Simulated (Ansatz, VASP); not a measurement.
One calculation of BP, two programs

```xyz
2
Lattice="0.0000 2.3083 2.2059 2.3083 0.0000 2.2059 2.3083 2.3083 0.0000" Properties=species:S:1:pos:R:3 pbc="T T T"
B     0.0000    0.0000    0.0000
P     3.4624    3.4624    3.3089
```

Change from the starting cell: strain +0.015 along x and y, -0.030 along z, atoms carried along.

Alike in both runs: task single point; functional PBE; k mesh 10 × 10 × 10; occupations gaussian, width 0.05 eV; no spin polarisation.

```csv
,VASP,Ansatz
version,VASP 6.6.1,Ansatz 0.2.0
potentials or method,"VASP PAW PBE potentials, release 64 (B, P)","scalar-relativistic, plane waves, PAW"
plane-wave cutoff (eV),520,420
valence electrons in the cell,8,8
```

```csv
,VASP,Ansatz,Ansatz less VASP
gap on the k mesh at the Fermi level (eV),0.58,0.58,+0.005
least direct gap on the mesh (eV),2.95,2.95,+0.004
pressure (GPa),-0.1,0.1,+0.23
largest component of the traceless stress (GPa),7.56,7.55,-0.012
```

With one functional, cell and mesh, what is left measures potentials, basis and numerics.

A k mesh can miss the band edges.
